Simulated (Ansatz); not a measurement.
Runs of Ansatz 0.2.0 on CO2. The structure is tetragonal, space group I-42d (No. 122). Conventional cell: a = 3.949 Å, b = 3.949 Å, c = 6.028 Å, α = 90.00°, β = 90.00°, γ = 90.00°. O (site symmetry 2) has 2 C at 1.40 Å as nearest neighbours. Around C (site symmetry -4) lie 4 O at 1.40 Å. The cell comes from a database or a generator and needn't be the stable form of this composition.

```tsv
task	level	cell	gap on the mesh (eV)	pressure (GPa)	relaxed volume (Å³/atom)
relaxation of cell and atoms	PBEsol+D4	relaxed	7.68	0.0	(b)
relaxation of cell and atoms	revPBE+D3(BJ)	relaxed	7.80	0.0	7.76
relaxation of cell and atoms	BLYP+D3(BJ)	relaxed	7.77	0.0	7.81
relaxation of cell and atoms	revPBE+D4	relaxed	(a)	0.0	7.67
single point	PBE+D4	as given	7.72	-2.8	-
```

Alike in all rows: potentials or basis Ansatz PAW; no spin polarisation; k mesh 9 × 9 × 9; cutoff (eV) 420; smearing fermi-dirac 0.05 eV.

Task: Fill in the values left out.

Result: (a) 7.81; (b) 7.52.

Caveats: odd divisions of the mesh miss points on the zone boundary, where band edges often lie, so the gap on the mesh can be too wide; the plane-wave basis is chosen anew once the cell has moved, so the energies of steps on either side of that aren't comparable (some runs); the PAW data sets come from PBE, with cores solved anew for the run's functional, which leaves a small shift of forces and pressure (some runs).

A k mesh can miss the band edges.
